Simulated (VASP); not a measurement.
# Ni (Im-3m) in VASP: single point with PBE

Aim: the single point of Ni with PBE.

Everything below comes from runs of VASP 6.6.1. Logs are shortened: lines on timing, memory, paths and dates and some standing lists are left out, and cuts for length are marked.

### 1 The crystal as given

It takes space group Im-3m (No. 229, cubic). The conventional cell has a = 2.767 Å, b = 2.767 Å, c = 2.767 Å, α = 90.00°, β = 90.00°, γ = 90.00°. Ni (site symmetry m-3m) has 8 Ni at 2.40 Å as nearest neighbours.

This isn't the form of Ni at room conditions, which is fcc.

### 2 Single point, PBE, collinear spin, typed start

File INCAR:

```
PREC = Accurate
ENCUT = 520
EDIFF = 1E-6
ISMEAR = 0
SIGMA = 0.1
LREAL = F
LASPH = T
NELM = 150
ALGO = Normal
ISIF = 2
LWAVE = F
LCHARG = F
ISPIN = 2
MAGMOM = 2
LORBIT = 11
LMAXMIX = 4
GGA = PE
NBANDS = 15
```

File KPOINTS:

```
regular mesh
0
Gamma
  10 10 10
```

File POSCAR:

```
Ni
1.0
   -1.3837154700      1.3837154700      1.3837154700
    1.3837154700     -1.3837154700      1.3837154700
    1.3837154700      1.3837154700     -1.3837154700
Ni
1
Direct
    0.0000000000      0.0000000000      0.0000000000
```

Potentials or basis: VASP PAW PBE potentials, release 64 (Ni).

The run is started by

```
cat potpaw_PBE.64/Ni/POTCAR > POTCAR
mpirun -np 1 vasp_std > vasp.out
```

OUTCAR:

```text
PREC = Accurate
   ENCUT = 520
   EDIFF = 1E-6
   ISMEAR = 0
   LREAL = F
   LASPH = T
   NELM = 150
   ISIF = 2
   ISPIN = 2
   LORBIT = 11
   GGA = PE

 ion  position               nearest neighbor table
   1  0.000  0.000  0.000-

  LATTYP: Found a body centered cubic cell.
 ALAT       =     2.7674309400

  Lattice vectors:

 A1 = (  -1.3837154700,   1.3837154700,   1.3837154700)
 A2 = (   1.3837154700,  -1.3837154700,   1.3837154700)
 A3 = (   1.3837154700,   1.3837154700,  -1.3837154700)

Analysis of symmetry for initial positions (statically):
=====================================================================
 Subroutine PRICEL returns:
 Original cell was already a primitive cell.

 Routine SETGRP: Setting up the symmetry group for a
 body centered cubic supercell.

 Subroutine GETGRP returns: Found 48 space group operations
 (whereof 48 operations were pure point group operations)
 out of a pool of 48 trial point group operations.

The static configuration has the point symmetry O_h .

Analysis of symmetry for dynamics (positions and initial velocities):
=====================================================================
 Subroutine PRICEL returns:
 Original cell was already a primitive cell.

 Routine SETGRP: Setting up the symmetry group for a
 body centered cubic supercell.

 Subroutine GETGRP returns: Found 48 space group operations
 (whereof 48 operations were pure point group operations)
 out of a pool of 48 trial point group operations.

The dynamic configuration has the point symmetry O_h .

Analysis of structural, dynamic, and magnetic symmetry:
=====================================================================
 Subroutine PRICEL returns:
 Original cell was already a primitive cell.

 Routine SETGRP: Setting up the symmetry group for a
 body centered cubic supercell.

 Subroutine GETGRP returns: Found 48 space group operations
 (whereof 48 operations were pure point group operations)
 out of a pool of 48 trial point group operations.

The overall configuration has the point symmetry O_h .

 Subroutine INISYM returns: Found 48 space group operations
 (whereof 48 operations are pure point group operations),
 and found     1 'primitive' translations

----------------------------------------------------------------------------------------

                                     Primitive cell

  volume of cell :      10.5974

  direct lattice vectors                    reciprocal lattice vectors
    -1.383715470  1.383715470  1.383715470     0.000000000  0.361345964  0.361345964
     1.383715470 -1.383715470  1.383715470     0.361345964  0.000000000  0.361345964
     1.383715470  1.383715470 -1.383715470     0.361345964  0.361345964  0.000000000

  length of vectors
     2.396665497  2.396665497  2.396665497     0.511020363  0.511020363  0.511020363

  position of ions in fractional coordinates (direct lattice)
     0.000000000  0.000000000  0.000000000

  ion indices of the primitive-cell ions
   primitive index   ion index
                 1           1

----------------------------------------------------------------------------------------

 KPOINTS: regular mesh

Automatic generation of k-mesh.
 Grid dimensions read from file:
 generate k-points for:   10   10   10

 Generating k-lattice:

  Cartesian coordinates                     Fractional coordinates (reciprocal lattice)
     0.000000000  0.036134596  0.036134596     0.100000000  0.000000000  0.000000000
     0.036134596  0.000000000  0.036134596     0.000000000  0.100000000  0.000000000
     0.036134596  0.036134596  0.000000000     0.000000000  0.000000000  0.100000000

  Length of vectors
     0.051102036  0.051102036  0.051102036

  Shift w.r.t. Gamma in fractional coordinates (k-lattice)
     0.000000000  0.000000000  0.000000000

 Subroutine IBZKPT returns following result:
 ===========================================

 Found     47 irreducible k-points:

 Following reciprocal coordinates:
            Coordinates               Weight
  0.000000  0.000000  0.000000      1.000000
  0.100000  0.000000  0.000000     12.000000
  0.200000  0.000000  0.000000     12.000000
  0.300000  0.000000  0.000000     12.000000
  0.400000  0.000000  0.000000     12.000000
  0.500000  0.000000  0.000000      6.000000
[... 16 lines left out ...]
  0.300000  0.300000  0.100000      8.000000
 -0.300000  0.300000  0.100000     24.000000
 [... further k-points ...]
   k-points           NKPTS =     47   k-points in BZ     NKDIM =     47   number of bands    NBANDS=     15
   number of dos      NEDOS =    301   number of ions     NIONS =      1
   total plane-waves  NPLWV =   5832
   dimension x,y,z NGX =    18 NGY =   18 NGZ =   18
   dimension x,y,z NGXF=    36 NGYF=   36 NGZF=   36
   ions per type =               1
   NGX,Y,Z   is equivalent  to a cutoff of  12.49, 12.49, 12.49 a.u.
   NGXF,Y,Z  is equivalent  to a cutoff of  24.97, 24.97, 24.97 a.u.
 SYSTEM =  unknown system
   PREC   = accura    normal or accurate (medium, high low for compatibility)
   ISTART =      0    job   : 0-new  1-cont  2-samecut
   ICHARG =      2    charge: 1-file 2-atom 10-const
   ISPIN  =      2    spin polarized calculation?
   LNONCOLLINEAR =      F non collinear calculations
   LSORBIT =      F    spin-orbit coupling
   LASPH  =      T    aspherical Exc in radial PAW
   ENCUT  =  520.0 eV  38.22 Ry    6.18 a.u.   4.46  4.46  4.46*2*pi/ulx,y,z
   NELM   =    150;   NELMIN=  2; NELMDL= -5     # of ELM steps
   EDIFF  = 0.1E-05   stopping-criterion for ELM
   LREAL  =      F    real-space projection
   EDIFFG = 0.1E-04   stopping-criterion for IOM
   NSW    =      0    number of steps for IOM
   IBRION =     -1    ionic relax: 0-MD 1-quasi-New 2-CG
   NFREE  =      0    steps in history (QN), initial steepest desc. (CG)
   ISIF   =      2    stress and relaxation
   ISYM   =      2    0-nonsym 1-usesym 2-fastsym
   POTIM  = 0.5000    time-step for ionic-motion
   TEBEG  =    0.0;   TEEND  =   0.0 temperature during run
   PSTRESS=    0.0 pullay stress
   NELECT =      10.0000    total number of electrons
   NUPDOWN=      -1.0000    fix difference up-down
   EMIN   =  10.00;   EMAX   =-10.00  energy-range for DOS
   EFERMI =   0.00;   METHOD = LEGACY
   ISMEAR =     0;   SIGMA  =   0.10  broadening in eV -4-tet -1-fermi 0-gaus
   EFERMI_NEDOS =   21; number of points for ismear=-14 and -15
   IALGO  =     38    algorithm
   IMIX   =      4    mixing-type and parameters
     AMIX     =   0.40;   BMIX     =  1.00
     AMIX_MAG =   1.60;   BMIX_MAG =  1.00
  volume/ion in A,a.u.               =      10.60        71.51
  Fermi-wavevector in a.u.,A,eV,Ry     =   1.605738  3.034405 35.081190  2.578395
  Thomas-Fermi vector in A             =   2.702037
   LORBIT       =     11    0 simple, 1 ext, 2 COOP (PROOUT), +10 PAW based schemes
   GGA     = PE    functional components
   LHFCALC =     F    Hartree Fock is set to
   AEXX    =    0.0000 exact exchange contribution
   IVDW    =     0    specifies the selected vdW correction
   LEPSILON=     F    determine dielectric tensor
   LRPA    =     F    only Hartree local field effects (RPA)
 spin polarized calculation
 Gauss-broadening in eV      SIGMA  =   0.10
  energy-cutoff  :      520.00
  volume of cell :       10.60
 maximum number of plane-waves:       321
 NGX is ok and might be reduce to    18
   NGX =  9   NGY =  9   NGZ =  9

 number of electron      10.0000004 magnetization       0.4335046

 Free energy of the ion-electron system (eV)
  ---------------------------------------------------
  ext. energy  EPLUGINS =         0.00000000
  ---------------------------------------------------
  free energy    TOTEN  =        -5.36796891 eV

  energy without entropy =       -5.35731597  energy(sigma->0) =       -5.36264244

 E-fermi :   9.6009     XC(G=0): -13.4046

 val. band max:        9.5967276483   @ k =   0.5000   0.5000   0.2000
 cond. band min:       9.6084265623   @ k =   0.3000   0.1000   0.0000
 fundamental gap:      0.0116989140
 Fermi energy:         9.6009202230

 spin component 1

 k-point     1 :       0.0000    0.0000    0.0000
  band No.  band energies     occupation
      1       0.5584      1.00000
      2       7.3404      1.00000
      3       7.3404      1.00000
      4       7.3404      1.00000
      5       8.8081      1.00000
      6       8.8081      1.00000
      7      36.3500      0.00000
      8      36.3500      0.00000
      9      36.3500      0.00000
     10      41.4355      0.00000
     11      41.4355      0.00000
     12      42.7031      0.00000
     13      42.7031      0.00000
     14      42.7031      0.00000
     15      43.3639      0.00000

 k-point     2 :       0.1000    0.0000    0.0000
  band No.  band energies     occupation
      1       0.9779      1.00000
      2       7.2439      1.00000
      3       7.3300      1.00000
      4       7.5332      1.00000
      5       8.7163      1.00000
      6       8.8162      1.00000
      7      33.4292      0.00000
      8      35.4967      0.00000
      9      35.8714      0.00000
     10      39.0781      0.00000
     11      39.6818      0.00000
     12      39.9559      0.00000
     13      43.0165      0.00000
     14      44.6641      0.00000
     15      46.1821      0.00000
[... 365 lines left out ...]
      3       6.6465      1.00000
      4       8.9495      1.00000
      5       8.9495      1.00000
      6      16.4611      0.00000
      7      16.4611      0.00000
      8      18.6915      0.00000
      9      24.5578      0.00000
     10      44.0834      0.00000
     11      44.0834      0.00000
     12      50.6723      0.00000
     13      53.5716      0.00000
     14      53.6346      0.00000
     15      53.6346      0.00000

 k-point    24 :      -0.3000    0.3000    0.1000
  band No.  band energies     occupation
      1       4.0843      1.00000
      2       6.9029      1.00000
      3       7.2280      1.00000
      4       8.3267      1.00000
      5       8.7369      1.00000
      6       9.2149      1.00000
      7      23.3940      0.00000
      8      29.9560      0.00000
      9      30.1422      0.00000
     10      37.0220      0.00000
     11      37.6108      0.00000
     12      40.4694      0.00000
     13      50.6433      0.00000
     14      50.8771      0.00000
     15      54.0640      0.00000

 [... further k-points ...]

 spin component 2

 k-point     1 :       0.0000    0.0000    0.0000
  band No.  band energies     occupation
      1       0.5407      1.00000
      2       7.8870      1.00000
      3       7.8870      1.00000
      4       7.8870      1.00000
      5       9.1660      1.00000
      6       9.1660      1.00000
      7      36.2643      0.00000
      8      36.2643      0.00000
      9      36.2643      0.00000
     10      41.3668      0.00000
     11      41.3668      0.00000
     12      42.8399      0.00000
     13      42.8399      0.00000
     14      42.8399      0.00000
     15      43.4844      0.00000

 k-point     2 :       0.1000    0.0000    0.0000
  band No.  band energies     occupation
      1       0.9606      1.00000
      2       7.7850      1.00000
      3       7.8701      1.00000
      4       8.0852      1.00000
      5       9.0726      1.00000
      6       9.1745      1.00000
      7      33.4076      0.00000
      8      35.4260      0.00000
      9      35.8276      0.00000
     10      39.2101      0.00000
     11      39.7752      0.00000
     12      39.9538      0.00000
     13      42.9872      0.00000
     14      44.7486      0.00000
     15      46.2390      0.00000
[... 365 lines left out ...]
      3       7.0131      1.00000
      4       9.3464      0.99984
      5       9.3464      0.99984
      6      16.6512      0.00000
      7      16.6512      0.00000
      8      18.8513      0.00000
      9      24.6416      0.00000
     10      44.0451      0.00000
     11      44.0451      0.00000
     12      50.7220      0.00000
     13      53.6318      0.00000
     14      53.6318      0.00000
     15      53.9696      0.00000

 k-point    24 :      -0.3000    0.3000    0.1000
  band No.  band energies     occupation
      1       4.1276      1.00000
      2       7.4189      1.00000
      3       7.5805      1.00000
      4       8.7643      1.00000
      5       9.3269      0.99995
      6       9.5626      0.70598
      7      23.5031      0.00000
      8      30.0602      0.00000
      9      30.1155      0.00000
     10      37.0435      0.00000
     11      37.6763      0.00000
     12      40.5007      0.00000
     13      50.6549      0.00000
     14      50.9071      0.00000
     15      54.4316      0.00000

 [... further k-points ...]
[... 5 lines left out ...]
  --------------------------------------------------------------------------------------
  -------------------------------------------------------------------------------------
  Total        0.4610924      0.4610924      0.4610924     -0.0000000     -0.0000000      0.0000000
  in kB       69.7104889     69.7104889     69.7104889     -0.0000000     -0.0000000      0.0000000
  external PRESSURE =      69.7104889 kB  Pullay stress =       0.0000000 kB

 VOLUME and BASIS-vectors are now :
 -----------------------------------------------------------------------------
  energy-cutoff  :      520.00
  volume of cell :       10.60
      direct lattice vectors                 reciprocal lattice vectors
    -1.383715470  1.383715470  1.383715470     0.000000000  0.361345964  0.361345964
     1.383715470 -1.383715470  1.383715470     0.361345964  0.000000000  0.361345964
     1.383715470  1.383715470 -1.383715470     0.361345964  0.361345964  0.000000000

 POSITION                                       TOTAL-FORCE (eV/Angst)
 -----------------------------------------------------------------------------------
      0.00000      0.00000      0.00000         0.000000      0.000000     -0.000000
 -----------------------------------------------------------------------------------
    total drift:                               -0.000000     -0.000000      0.000000

  FREE ENERGIE OF THE ION-ELECTRON SYSTEM (eV)
  ---------------------------------------------------
  free  energy   TOTEN  =        -5.3679689143 eV

  energy  without entropy=       -5.3573159661  energy(sigma->0) =       -5.36264244

 total charge

# of ion       s       p       d       tot
------------------------------------------
    1        0.502   0.509   8.352   9.363

 magnetization (x)

# of ion       s       p       d       tot
------------------------------------------
    1       -0.005  -0.015   0.460   0.439
```

Wall time 13 s (1 thread of AMD EPYC 9R45 (Zen 5), shared host); peak memory 0.1 GiB.

What came out:

| Item | Value |
| --- | --- |
| Free energy | -5.3680 eV |
| Pressure | 7.0 GPa |
| Band gap on the k mesh | none (metal or under the smearing width) |
| Net moment | 0.43 μB per cell |
| Site moments | Ni +0.44 μB |
| Valence electrons inside the program's atomic spheres | Ni 9.36 |
